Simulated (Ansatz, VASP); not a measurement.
Mo in VASP and in Ansatz

```
CELL_PARAMETERS angstrom
-1.54674 1.54674 1.54674
1.54674 -1.54674 1.54674
1.54674 1.54674 -1.54674
ATOMIC_POSITIONS crystal
Mo 0.00000 0.00000 0.00000
```

Alike in both runs: task single point; functional PBE; k mesh 13 × 13 × 13; no spin polarisation.

|  | VASP | Ansatz |
| --- | --- | --- |
| version | VASP 6.6.1 | Ansatz 0.2.0 |
| potentials or method | VASP PAW PBE potentials, release 64 (Mo_sv) | plane waves, PAW |
| plane-wave cutoff (eV) | 520 | 500 |
| occupations | methfessel-paxton of order 1, width 0.1 eV | cold |
| valence electrons in the cell | 14 | 14 |

Ansatz gave:

- pressure (GPa): 18.8

Question: Which values does VASP return?

Answer: Pressure (GPa): 19.5.

Caveats: so large a pressure means that the cell lies far from this level's equilibrium, or that cutoff or potentials fall short (VASP).
